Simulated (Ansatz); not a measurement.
Wanted: the native input for an Ansatz 0.2.0 run.

| Property | Result |
| --- | --- |
| Task | single point |
| Functional | PBE |
| Potentials or basis | Ansatz PAW |
| Cutoff | 420 eV (not typed: the program's choice for these potentials) |
| k mesh | 7 × 7 × 7 |
| Occupations | gaussian, width 0.02 eV |
| Spin | no spin polarisation |

The system is BaTiO3.

```
O Ti Ba
1.0
     2.82737    1.63238    2.31839
    -2.82737    1.63238    2.31839
     0.00000   -3.26476    2.31839
O Ti Ba
3 1 1
Direct
  0.01750 0.50860 0.50860
  0.50860 0.01750 0.50860
  0.50860 0.50860 0.01750
  0.48450 0.48450 0.48450
  0.00000 0.00000 0.00000
```

Measurements of this composition are mostly on another form, of space group No. 99.

The cell isn't the ideal one: another cell of the same crystal, with 5 atoms.

These files were run (other wordings do the same):

input.yaml

```yaml
crystal:
  lattice:
    - [2.82736661, 1.6323808734, 2.3183934933]
    - [-2.82736661, 1.6323808734, 2.3183934933]
    - [0.0, -3.2647617468, 2.3183934933]
  atoms:
    - { symbol: O, position: [0.0175000001, 0.5086, 0.5086] }
    - { symbol: Ti, position: [0.4845, 0.4845000001, 0.4845] }
    - { symbol: O, position: [0.5086, 0.0175000001, 0.5086] }
    - { symbol: Ba, position: [0.0, 0.0, 0.0] }
    - { symbol: O, position: [0.5086, 0.5086, 0.0175000001] }
hamiltonian:
  xc: pbe
  pseudopotentials: { kind: paw }
kpoints:
  mp_grid: { grid: [7, 7, 7] }
scf:
  occupations: { method: gaussian, width: 0.02 }
output:
  forces: true
  stress: true
  eigenvalues: true
```

Potentials or basis: Ansatz PAW.

Run with:

```bash
$ ansatz run input.yaml --threads 2 --pin off --max-ram 5632MiB --backend cpu --events-out ev --progress --plain --runs-dir out
```

Results of the run:

| Quantity | Value |
| --- | --- |
| Pressure | 5.0 GPa |
| Largest force | 0.138 eV/Å |
| Band gap on the k mesh | 2.50 eV, indirect (least direct gap 2.79 eV) |

Caveat: odd divisions of the mesh miss points on the zone boundary, where band edges often lie, so the gap on the mesh can be too wide; the pressure holds a Pulay correction of +0.5 GPa for the finite cutoff; spin-orbit coupling is left out, which moves the levels of the heavy elements.

Wall time 4 s on 2 threads of AMD EPYC 7R43 64-Core Processor (Zen 3), on a shared host, peak memory 0.46 GiB.
